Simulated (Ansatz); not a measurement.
# SnO (P4/nmm) in Ansatz: notebook

Runs on SnO. Level: rPW86-PBE+rVV10. Tasks: single point, equation of state.

Everything below comes from runs of Ansatz 0.2.0. Logs are shortened: lines on timing, memory, paths and dates and some standing lists are left out, and cuts for length are marked.

## Step 1: The crystal as given

Symmetry: P4/nmm, No. 129, tetragonal system. Conventional cell: a = 3.814 Å, b = 3.814 Å, c = 4.887 Å, α = 90.00°, β = 90.00°, γ = 90.00°. Sn (site symmetry 4mm) is surrounded by 4 O at 2.23 Å. Around O (site symmetry -4m2) lie 4 Sn at 2.23 Å.

The cell is a database's computed one.

## Step 2: Single point, rPW86-PBE+rVV10, 16.70 Å³/atom (volume scaled by 0.94)

input.yaml

```yaml
crystal:
  lattice:
    - [3.7358428604, 0.0, 0.0]
    - [0.0, 3.7358428604, 0.0]
    - [0.0, 0.0, 4.7871523832]
  atoms:
    - { symbol: Sn, position: [0.5, 0.0, 0.76462614] }
    - { symbol: Sn, position: [0.0, 0.5, 0.23537386] }
    - { symbol: O, position: [0.0, 0.0, 0.0] }
    - { symbol: O, position: [0.5, 0.5, 0.0] }
hamiltonian:
  xc: { exchange: rpw86, correlation: pbe }
  pseudopotentials: { kind: paw }
  dispersion: rvv10
kpoints:
  mp_grid: { grid: [7, 7, 6] }
scf:
  occupations: { method: fermi_dirac, width: 0.05 }
output:
  forces: true
  stress: true
  eigenvalues: true
  write_density: true
  write_potential: true
  elf: true
  volumetric_format: npy
```

Potentials or basis: Ansatz PAW.

The run is started by

```sh
> ansatz run input.yaml --threads 2 --pin off --max-ram 5120MiB --backend cpu --events-out ev --progress --plain --runs-dir out
```

The log of the run:

```text
Warning: RAYON_NUM_THREADS=2 ignored (pool sized by the plan → 2); use --threads N
Engine: ansatz 0.2.0, x86_64-unknown-linux-gnu
Pseudopotentials: kind: paw
Pseudopotential: Sn, paw, valence charge 14, recommended cutoff 420 eV (normal), Sn.paw.azcp
Pseudopotential: O, paw, valence charge 6, recommended cutoff 420 eV (normal), O.paw.azcp
Functional definition: unnamed
  exchange = rpw86_x
  correlation = pbe_c + rvv10(6.3, 0.0093)
Crystal: 4 atoms, lattice volume = 66.812 Å³
Basis set: ecut = 420 eV, 1295 PW (Γ), exchange–correlation on 60×60×72 points (8 copies of the dense FFT grid, shifted against one another)
Bands: 24, of which v1, the nominal top of the filled ones, is band 20 counted from 1 (19 counted from 0)
Symmetry: 16 space group operations
Space group: P4/nmm (ITA 129), of the structure as read, at distance tolerance 4.1e-5 Å
k-points: 40 of 294
Non-local potential: Sn, projectors of the file, l = 0: 2, l = 1: 2, l = 2: 2, l = 3: 2
Non-local potential: O, projectors of the file, l = 0: 2, l = 1: 2, l = 2: 1
PAW form: soft (Blöchl's): semilocal exchange-correlation on the pseudo side does not see the compensation charge
rVV10 density: all electrons in the spheres
PAW frozen core: Sn, regenerated for the run's functional, and the local potential with it (the file was generated under x = pbe(κ = 0.804, μ = 0.2195149727645171), c = pbe(β = 0.06672455060314922))
PAW frozen core: O, regenerated for the run's functional, and the local potential with it (the file was generated under x = pbe(κ = 0.804, μ = 0.2195149727645171), c = pbe(β = 0.06672455060314922))
PAW one-centre angular grid: Sn, 590 points (default); XC on 96 Gauss nodes
PAW one-centre angular grid: O, 110 points (default); XC on 64 Gauss nodes
Initial density: superposition of atomic densities (neutral atoms: chi_scale 0, normalization atom), corrected by the library's trained network
Initial wavefunctions: pseudopotential atomic-orbital guess
Functional: x = rpw86, c = pbe(β = 0.06672455060314922) + rvv10(b = 6.3, C = 0.0093)
SCF iter   1: F=—  HF=-13282.446671 eV  |F-HF|=—  |Δ(HF+E_count)|=         —  Δρ=1.14e-2  dr2=5.94e-2  ethr=1.77e-3  ⟨swp⟩=6.0  Hψ=4327  notcnv=0
preconditioner: auto → Resta (q_TF=auto, 2.505 Å⁻¹)  ε∞=3.5  [insulator: Δε(μ)=0.238 eV  Ē_g=18.341 eV  σ=0.050 eV  W_gap=0.83  n_scr=18 (ndim 8)  ℏωp=28.7 eV  f_vac=0.015  D(μ)=0.08/eV (n_scr^D=0)  ε∞_Penn≈3.5]
SCF iter   2: F=—  HF=-13282.432341 eV  |F-HF|=—  |Δ(HF+E_count)|=   1.43e-2  Δρ=3.24e-3  dr2=5.95e-3  ethr=1.48e-4  ⟨swp⟩=2.0  Hψ=1813  notcnv=0
SCF iter   3: F=—  HF=-13282.431318 eV  |F-HF|=—  |Δ(HF+E_count)|=   1.02e-3  Δρ=1.26e-3  dr2=5.04e-4  ethr=1.49e-5  ⟨swp⟩=2.0  Hψ=1264  notcnv=0
SCF iter   4: F=—  HF=-13282.431433 eV  |F-HF|=—  |Δ(HF+E_count)|=   1.15e-4  Δρ=2.09e-4  dr2=3.14e-5  ethr=1.26e-6  ⟨swp⟩=2.6  Hψ=1740  notcnv=0
SCF iter   5: F=—  HF=-13282.431442 eV  |F-HF|=—  |Δ(HF+E_count)|=   8.37e-6  Δρ=5.17e-5  dr2=2.05e-6  ethr=7.86e-8  ⟨swp⟩=2.1  Hψ=1287  notcnv=0
SCF iter   6: F=-13282.431442 eV  HF=-13282.431442 eV  |F-HF|=1.14e-9  |Δ(HF+E_count)|=   6.36e-7  Δρ=6.83e-6  dr2=2.37e-8  ethr=2.50e-10  ⟨swp⟩=7.9  Hψ=6678  notcnv=0
SCF 1 converged in 6 iterations: F = -13282.431442 eV  dr2 = 2.37e-8
SCF converged after 6 iterations
Free energy (F): -13282.431442 eV
Harris-Foulkes:  -13282.431442 eV  (|F-HF|=1.14e-9)
Internal energy: -13282.430384 eV  (E = F + TS)
E sigma→0 (E₀):  -13282.430913 eV
Entropy (-TS):   -0.001059 eV (-0.265 meV/atom)
Fermi energy:    10.991880 eV
--- Per-component energies (eV) ---
  E_band       = -158.296638
  E_kinetic    = 730.391250
  E_local      = -2615.855172  (includes V_loc(G=0)·N_el)
  E_nonlocal   = 27.181690
  E_hartree    = 1431.936750
  E_xc         = -911.980822
  E_vxc        = -381.677377  (∫ρ·V_xc dr)
  E_paw        = -8691.903236  (= ΣΔE_a)
  E_vpaw       = -782.211338  (= ΣTr[D̂ρ^β])
  E_aug_tail   = 0.003940  (compensation charges beyond the density's cutoff)
  E_ewald      = -3251.739134
  E_core_change = -0.465649  (= ΣΔE_core)
  E_smearing   = -0.001059  (= −TS)
  E_closure    = -0.000000  (closes the sum)
  Σ components = -13282.431442   (vs F -13282.431442, Δ=0.00e0)
--- Forces (eV/Å), atoms counted from 1 ---
  atom   1  Sn     0.00000000     0.00000000    -1.61323494
  atom   2  Sn     0.00000000     0.00000000     1.61323494
  atom   3  O      0.00000000     0.00000000    -0.00000000
  atom   4  O      0.00000000     0.00000000     0.00000000
  max |Σ_I F_I| component: 0.00e0 eV/Å
--- Stress (GPa, compression-positive) ---
       13.824972       0.000000       0.000000
        0.000000      13.824972       0.000000
        0.000000       0.000000      10.263461
  P = ⅓ Tr σ = 12.6378 GPa (126.378 kbar)
--- Band table (eV; the first three rows and the last of 40) ---
  k-point 0: bands = ["-11.3900", "-10.8072", "-10.8061", "-10.8061", "-10.7445", "-10.7401", "-10.7024", "-10.6779", "-10.6497", "-10.6497", "-9.9707", "-6.9232", "2.7591", "3.9395", "4.0985", "4.0985", "7.0360", "7.3328", "7.3328", "10.8984", "13.1175", "15.0685", "15.6241", "15.6241"]
  k-point 1: bands = ["-11.3855", "-10.8119", "-10.7989", "-10.7989", "-10.7410", "-10.7392", "-10.7042", "-10.6815", "-10.6578", "-10.6578", "-9.9592", "-6.9233", "2.1083", "4.1272", "4.1272", "4.8888", "7.0203", "7.3291", "7.3291", "10.6367", "12.7246", "14.8388", "14.8388", "15.2470"]
  k-point 2: bands = ["-11.3764", "-10.8214", "-10.7815", "-10.7815", "-10.7364", "-10.7324", "-10.7089", "-10.6901", "-10.6773", "-10.6773", "-9.9360", "-6.9235", "1.4528", "4.1853", "4.1853", "6.4193", "6.9877", "7.3214", "7.3214", "9.6363", "12.4934", "14.0757", "14.0757", "14.8967"]
  k-point 39: bands = ["-11.3096", "-11.2936", "-10.7657", "-10.7587", "-10.7322", "-10.7303", "-10.6848", "-10.6828", "-10.6467", "-10.6457", "-8.0104", "-7.8583", "1.4004", "1.5596", "4.5473", "4.8765", "7.7716", "7.9959", "8.1180", "8.1951", "13.1863", "13.3824", "14.3674", "15.1787"]
```

Run time: 2.1 s. Hardware: 2 threads of INTEL XEON PLATINUM 8581C at 2.10GHz (Emerald Rapids), shared host; peak memory 0.45 GiB.

What came out:

| Item | Value |
| --- | --- |
| Free energy | -13282.4314 eV |
| Pressure | 12.6 GPa |
| Largest force | 1.613 eV/Å |
| Band gap on the k mesh | 0.20 eV, indirect (least direct gap 2.09 eV) |

Caveat: odd divisions of the mesh miss points on the zone boundary, where band edges often lie, so the gap on the mesh can be too wide; the pressure holds a Pulay correction of +0.5 GPa for the finite cutoff; spin-orbit coupling is left out, which moves the levels of the heavy elements; the PAW data sets come from PBE, with cores solved anew for the run's functional, which leaves a small shift of forces and pressure; forces of over 1 eV/Å show positions far from the minimum, so gaps and moduli don't describe the material at rest.

## Step 3: Single point, rPW86-PBE+rVV10, 17.06 Å³/atom (volume scaled by 0.96)

Edit input.yaml of step 2 so:

```diff
@@ -2,5 +2,5 @@
   lattice:
-    - [3.7358428604, 0.0, 0.0]
-    - [0.0, 3.7358428604, 0.0]
-    - [0.0, 0.0, 4.7871523832]
+    - [3.7621524798, 0.0, 0.0]
+    - [0.0, 3.7621524798, 0.0]
+    - [0.0, 0.0, 4.8208658347]
   atoms:
@@ -22,5 +22 @@
   eigenvalues: true
-  write_density: true
-  write_potential: true
-  elf: true
-  volumetric_format: npy
```

Potentials or basis: Ansatz PAW.

The run is started by

```sh
> ansatz run input.yaml --threads 2 --pin off --max-ram 5120MiB --backend cpu --events-out ev --progress --plain --runs-dir out
```

It took 1.8 s on 2 threads of INTEL XEON PLATINUM 8581C at 2.10GHz (Emerald Rapids), shared host; peak memory 0.45 GiB.

Results (log left out):

| Quantity | Value |
| --- | --- |
| Free energy | -13282.5311 eV |
| Pressure | 9.9 GPa |
| Largest force | 1.268 eV/Å |
| Band gap on the k mesh | 0.27 eV, indirect (least direct gap 2.09 eV) |

Caveat: odd divisions of the mesh miss points on the zone boundary, where band edges often lie, so the gap on the mesh can be too wide; the pressure holds a Pulay correction of +0.5 GPa for the finite cutoff; spin-orbit coupling is left out, which moves the levels of the heavy elements; the PAW data sets come from PBE, with cores solved anew for the run's functional, which leaves a small shift of forces and pressure; forces of over 1 eV/Å show positions far from the minimum, so gaps and moduli don't describe the material at rest.

## Step 4: Single point, rPW86-PBE+rVV10, 17.41 Å³/atom (volume scaled by 0.98)

Edit input.yaml of step 3 so:

```diff
@@ -2,5 +2,5 @@
   lattice:
-    - [3.7621524798, 0.0, 0.0]
-    - [0.0, 3.7621524798, 0.0]
-    - [0.0, 0.0, 4.8208658347]
+    - [3.7880991788, 0.0, 0.0]
+    - [0.0, 3.7880991788, 0.0]
+    - [0.0, 0.0, 4.8541142359]
   atoms:
```

The run is started by

```sh
> ansatz run input.yaml --threads 2 --pin off --max-ram 5120MiB --backend cpu --events-out ev --progress --plain --runs-dir out
```

Run time: 1.9 s. Hardware: 2 threads of INTEL XEON PLATINUM 8581C at 2.10GHz (Emerald Rapids), shared host; peak memory 0.45 GiB.

The run converged. Its results:

```yaml
Free_energy: -13282.6073 eV
Pressure: 7.4 GPa
Largest_force: 0.950 eV/Å
Band_gap_on_the_k_mesh: 0.35 eV, indirect (least direct gap 2.09 eV)
```

Caveat: odd divisions of the mesh miss points on the zone boundary, where band edges often lie, so the gap on the mesh can be too wide; the pressure holds a Pulay correction of +0.5 GPa for the finite cutoff; spin-orbit coupling is left out, which moves the levels of the heavy elements; the PAW data sets come from PBE, with cores solved anew for the run's functional, which leaves a small shift of forces and pressure.

## Step 5: Single point, rPW86-PBE+rVV10, 17.77 Å³/atom

Edit input.yaml of step 4 so:

```diff
@@ -2,5 +2,5 @@
   lattice:
-    - [3.7880991788, 0.0, 0.0]
-    - [0.0, 3.7880991788, 0.0]
-    - [0.0, 0.0, 4.8541142359]
+    - [3.81369522, 0.0, 0.0]
+    - [0.0, 3.81369522, 0.0]
+    - [0.0, 0.0, 4.8869133]
   atoms:
```

The run is started by

```sh
> ansatz run input.yaml --threads 2 --pin off --max-ram 5120MiB --backend cpu --events-out ev --progress --plain --runs-dir out
```

Wall time 2.1 s (2 threads of INTEL XEON PLATINUM 8581C at 2.10GHz (Emerald Rapids), shared host); peak memory 0.45 GiB.

It converged, with:

```
Free energy            : -13282.6625 eV
Pressure               : 5.1 GPa
Largest force          : 0.655 eV/Å
Band gap on the k mesh : 0.41 eV, indirect (least direct gap 2.09 eV)
```

Caveat: odd divisions of the mesh miss points on the zone boundary, where band edges often lie, so the gap on the mesh can be too wide; the pressure holds a Pulay correction of +0.5 GPa for the finite cutoff; spin-orbit coupling is left out, which moves the levels of the heavy elements; the PAW data sets come from PBE, with cores solved anew for the run's functional, which leaves a small shift of forces and pressure.

## Step 6: Single point, rPW86-PBE+rVV10, 18.12 Å³/atom (volume scaled by 1.02)

Edit input.yaml of step 5 so:

```diff
@@ -2,5 +2,5 @@
   lattice:
-    - [3.81369522, 0.0, 0.0]
-    - [0.0, 3.81369522, 0.0]
-    - [0.0, 0.0, 4.8869133]
+    - [3.8389522158, 0.0, 0.0]
+    - [0.0, 3.8389522158, 0.0]
+    - [0.0, 0.0, 4.9192779074]
   atoms:
@@ -22 +22,5 @@
   eigenvalues: true
+  write_density: true
+  write_potential: true
+  elf: true
+  volumetric_format: npy
```

Potentials or basis: Ansatz PAW.

The run is started by

```sh
> ansatz run input.yaml --threads 2 --pin off --max-ram 5120MiB --backend cpu --events-out ev --progress --plain --runs-dir out
```

Wall time 2.5 s (2 threads of INTEL XEON PLATINUM 8581C at 2.10GHz (Emerald Rapids), shared host); peak memory 0.46 GiB.

It converged, with:

```
Free energy            : -13282.6987 eV
Pressure               : 3.1 GPa
Largest force          : 0.382 eV/Å
Band gap on the k mesh : 0.48 eV, indirect (least direct gap 2.08 eV)
```

Caveat: odd divisions of the mesh miss points on the zone boundary, where band edges often lie, so the gap on the mesh can be too wide; the pressure holds a Pulay correction of +0.5 GPa for the finite cutoff; spin-orbit coupling is left out, which moves the levels of the heavy elements; the PAW data sets come from PBE, with cores solved anew for the run's functional, which leaves a small shift of forces and pressure.

## Step 7: Single point, rPW86-PBE+rVV10, 18.48 Å³/atom (volume scaled by 1.04)

Edit input.yaml of step 6 so:

```diff
@@ -2,5 +2,5 @@
   lattice:
-    - [3.8389522158, 0.0, 0.0]
-    - [0.0, 3.8389522158, 0.0]
-    - [0.0, 0.0, 4.9192779074]
+    - [3.8638811754, 0.0, 0.0]
+    - [0.0, 3.8638811754, 0.0]
+    - [0.0, 0.0, 4.9512221655]
   atoms:
@@ -22,5 +22 @@
   eigenvalues: true
-  write_density: true
-  write_potential: true
-  elf: true
-  volumetric_format: npy
```

The run is started by

```sh
> ansatz run input.yaml --threads 2 --pin off --max-ram 5120MiB --backend cpu --events-out ev --progress --plain --runs-dir out
```

Wall time 2.1 s (2 threads of INTEL XEON PLATINUM 8581C at 2.10GHz (Emerald Rapids), shared host); peak memory 0.44 GiB.

It converged, with:

- Free energy: -13282.7175 eV
- Pressure: 1.2 GPa
- Largest force: 0.127 eV/Å
- Band gap on the k mesh: 0.54 eV, indirect (least direct gap 2.06 eV)

Caveat: odd divisions of the mesh miss points on the zone boundary, where band edges often lie, so the gap on the mesh can be too wide; the pressure holds a Pulay correction of +0.4 GPa for the finite cutoff; spin-orbit coupling is left out, which moves the levels of the heavy elements; the PAW data sets come from PBE, with cores solved anew for the run's functional, which leaves a small shift of forces and pressure.

## Step 8: Single point, rPW86-PBE+rVV10, 18.84 Å³/atom (volume scaled by 1.06)

Edit input.yaml of step 7 so:

```diff
@@ -2,5 +2,5 @@
   lattice:
-    - [3.8638811754, 0.0, 0.0]
-    - [0.0, 3.8638811754, 0.0]
-    - [0.0, 0.0, 4.9512221655]
+    - [3.8884925471, 0.0, 0.0]
+    - [0.0, 3.8884925471, 0.0]
+    - [0.0, 0.0, 4.9827594627]
   atoms:
```

The run is started by

```sh
> ansatz run input.yaml --threads 2 --pin off --max-ram 5120MiB --backend cpu --events-out ev --progress --plain --runs-dir out
```

Run time: 1.9 s. Hardware: 2 threads of INTEL XEON PLATINUM 8581C at 2.10GHz (Emerald Rapids), shared host; peak memory 0.46 GiB.

The run converged. Its results:

| Property | Result |
| --- | --- |
| Free energy | -13282.7211 eV |
| Pressure | -0.4 GPa |
| Largest force | 0.110 eV/Å |
| Band gap on the k mesh | 0.60 eV, indirect (least direct gap 2.03 eV) |

Caveat: odd divisions of the mesh miss points on the zone boundary, where band edges often lie, so the gap on the mesh can be too wide; the pressure holds a Pulay correction of +0.4 GPa for the finite cutoff; spin-orbit coupling is left out, which moves the levels of the heavy elements; the PAW data sets come from PBE, with cores solved anew for the run's functional, which leaves a small shift of forces and pressure.

## Step 9: Equation of state, rPW86-PBE+rVV10

Potentials or basis: Ansatz PAW.

No new run: the results of the series are fitted here.

Results:

| Property | Result |
| --- | --- |
| Equilibrium volume | 18.74 Å³/atom |
| Bulk modulus at fixed shape and positions | 86 GPa |
| Pressure derivative of the bulk modulus | 4.3 |

Energy against volume, from the lowest point:
| volume (Å³/atom) | energy (meV/atom) |
| --- | --- |
| 16.703 | 72.41 |
| 17.058 | 47.51 |
| 17.414 | 28.46 |
| 17.769 | 14.66 |
| 18.125 | 5.60 |
| 18.480 | 0.89 |
| 18.835 | 0.00 |

Caveat: the potentials were made for another functional, which shifts forces and pressure; the cell was scaled at fixed shape and fractional positions, which overstates the stiffness of a crystal with free parameters, most of all of layers and chains.
